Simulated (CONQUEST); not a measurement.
## LiCl in CONQUEST: convergence with k mesh

Input of the first run (k mesh 1 × 1 × 1); the others differ in this setting and in those tied to it:

File Conquest_input:

```
IO.Title LiCl
IO.Coordinates coords.dat
IO.FractionalAtomicCoords T
IO.Iprint 2
IO.Iprint_init 1
General.NumberOfSpecies 2
General.PseudopotentialType hamann
AtomMove.TypeOfRun static
AtomMove.FullStress T
Grid.GridCutoff 120
DM.SolutionMethod diagon
Diag.MPMesh T
Diag.GammaCentred T
Diag.MPMeshX 1
Diag.MPMeshY 1
Diag.MPMeshZ 1
Diag.kT 0.00183747
minE.SCTolerance 1e-6
SC.MaxIters 100
IO.AtomChargeOutput T
%block ChemicalSpeciesLabel
1 35.450 Cl
2 6.940 Li
%endblock
```

coords.dat

```
    6.8542870767     0.0000000000     0.0000000000
    0.0000000000     6.8542870767     0.0000000000
    0.0000000000     0.0000000000     9.6934257453
4
  0.0222375000   0.9636415000   0.5203655000 1 T T T
  0.5222375000   0.4636415000   0.0203655000 1 T T T
  0.4806760000   0.5307930000   0.5371290000 2 T T T
  0.9806760000   0.0307930000   0.0371290000 2 T T T
```

Potentials or basis: PseudoDojo NC LDA, DZP, grid cutoff 120 Ha.

Run with:

```console
$ OMP_NUM_THREADS=1 Conquest
```

The cell isn't the ideal one: atoms moved at random.

Hardware: 1 thread of Intel(R) Xeon(R) Platinum 8259CL CPU @ 2.50GHz (Skylake/Cascade Lake), on a shared host.

**Question.** The values tried are 1 × 1 × 1, 2 × 2 × 2, 3 × 3 × 2, 3 × 3 × 3, 4 × 4 × 3, 5 × 5 × 4, 6 × 6 × 5, 7 × 7 × 5, 9 × 9 × 7, 11 × 11 × 8, loosest first. From which on does the gap on the mesh stay within 0.01 eV of the tightest run that finished?

**Answer.** From 3 × 3 × 2 on.

| k mesh | energy less the tightest run, at zero smearing (meV/atom) | pressure (GPa) | largest force (eV/Å) | gap on the mesh (eV) | SCF cycles | CPU time (s) | peak memory (GiB) |
| --- | --- | --- | --- | --- | --- | --- | --- |
| 1 × 1 × 1 | 1211.87 | 13.99 | - | 5.731 | 6 | 26 | 0.47 |
| 2 × 2 × 2 | 97.42 | 0.20 | 0.373 | 6.064 | 6 | 26 | 0.46 |
| 3 × 3 × 2 | 9.77 | -1.48 | 0.413 | 6.119 | 6 | 32 | 0.47 |
| 3 × 3 × 3 | 9.33 | -1.49 | 0.414 | 6.119 | 6 | 32 | 0.47 |
| 4 × 4 × 3 | 1.33 | -1.67 | 0.419 | 6.127 | 6 | 34 | 0.46 |
| 5 × 5 × 4 | 0.19 | -1.72 | 0.420 | 6.128 | 6 | 47 | 0.47 |
| 6 × 6 × 5 | 0.05 | -1.72 | 0.420 | 6.128 | 6 | 61 | 0.47 |
| 7 × 7 × 5 | 0.01 | -1.72 | 0.420 | 6.128 | 6 | 64 | 0.47 |
| 9 × 9 × 7 | 0.00 | -1.72 | 0.420 | 6.128 | 6 | 110 | 0.47 |
| 11 × 11 × 8 | 0.00 | -1.72 | 0.420 | 6.128 | 6 | 180 | 0.47 |

Against the tightest run, the energy stays within 1 meV/atom from 5 × 5 × 4 on; the pressure stays within 0.1 GPa from 4 × 4 × 3 on; the largest force stays within 0.005 eV/Å from 4 × 4 × 3 on. Meshes of other sizes hit other points, so gaps and Fermi surfaces needn't settle smoothly. The tightest run that finished is the yardstick and may itself not be fully converged.

Caveat, for the tightest run too: an odd mesh through Γ misses points on the zone boundary, where band edges often lie; the basis of atomic orbitals isn't converged, which shifts pressures, moduli and gaps.
